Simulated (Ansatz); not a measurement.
This FeNi3 structure is the end of a relaxation. It was relaxed at this level from a Materials Project cell.

Computed with DFT PBE, scalar-relativistic, plane waves, PAW (Ansatz 0.2.0). Cutoff 420 eV, Γ-centred mesh, Gaussian smearing, collinear spin.

```
Fe Ni
1.0
     4.06124    0.00000    0.00000
     0.00000    5.02310    0.00000
     0.00000    0.00000    4.35477
Fe Ni
2 6
Direct
  0.50000 0.00000 0.16643
  0.00000 0.50000 0.83357
  0.00000 0.00000 0.82999
  0.50000 0.50000 0.17001
  0.50000 0.24807 0.66735
  0.00000 0.74807 0.33265
  0.00000 0.25193 0.33265
  0.50000 0.75193 0.66735
```

Energies over the elements count from the elements' standard structures at the same level, with no fitted energy shifts.

Q: What space group does it have?

A: Pmmn (No. 59), with Fe and Ni ordered on hcp sites. Conventional cell: a = 4.061 Å, b = 5.023 Å, c = 4.355 Å. Fe has 12 Ni at 2.50–2.51 Å; Ni on a site of symmetry mm2 has 8 Ni at 2.49–2.53 Å and 4 Fe at 2.50–2.51 Å; around Ni on a site of symmetry m lie 8 Ni at 2.49–2.53 Å and 4 Fe at 2.50–2.51 Å.

Q: How far does it lie from the elements in energy?

A: −0.07 eV/atom. A negative formation energy is needed for stability but isn't enough: competing phases decide.

Q: Is it a metal?

A: Yes, bands cross the Fermi level on the 10×8×10 mesh.

Q: Which magnetic moments does it keep?

A: 1.16 μB per atom net, the space between the atoms included; by site: Fe 2.8 (×2); Ni 0.7 (×6) μB.

The last run used collinear spin, a 10×8×10 mesh (in the run's order of axes) for its 8-atom cell and Gaussian smearing of 0.10 eV. The magnetic state reached may not be the lowest. A later test with randomly moved atoms came back to the same energy, though modes that don't fit the test's cell weren't probed.
